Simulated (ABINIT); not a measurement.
The system is CsPbCl3.

```
CELL_PARAMETERS angstrom
5.60500 0.00000 0.00000
0.00000 5.60500 0.00000
0.00000 0.00000 5.60500
ATOMIC_POSITIONS crystal
Pb 0.50000 0.50000 0.50000
Cs 0.00000 0.00000 0.00000
Cl 0.50000 0.00000 0.50000
Cl 0.00000 0.50000 0.50000
Cl 0.50000 0.50000 0.00000
```

* Program: ABINIT 10.8.3 (patched build)
* Task: relaxation of cell and atoms
* Functional: LDA
* Potentials or basis: PseudoDojo NC SR LDA v0.4.1 standard
* Cutoff: 762 eV
* k mesh: 4 × 4 × 4
* Occupations: fermi-dirac, width 0.05 eV
* Spin: no spin polarisation

At the start: pressure -1.1 GPa; volume 35.22 Å³/atom.

Task: Where does the relaxation end?

Result: Over 4 steps the energy falls by 5.0 meV/atom and the volume is 33.81 Å³/atom (-4.0 %); space group Pm-3m (No. 221, to 0.05 Å).

Step by step:
```
step  energy change (eV)  largest force (eV/Å)  pressure (GPa)  volume (Å³)
   1              0.0000                0.0000           -1.09       176.09
   2             -0.0039                0.0000           -1.01       175.50
   3             -0.0249                0.0000            0.08       168.61
   4             -0.0250                0.0000            0.00       169.07
```

Final structure:
```
Pb Cs Cl
1.0
     5.52956    0.00000    0.00000
     0.00000    5.52956    0.00000
     0.00000    0.00000    5.52956
Pb Cs Cl
1 1 3
Direct
  0.50000 0.50000 0.50000
  0.00000 0.00000 0.00000
  0.50000 0.00000 0.50000
  0.00000 0.50000 0.50000
  0.50000 0.50000 0.00000
```
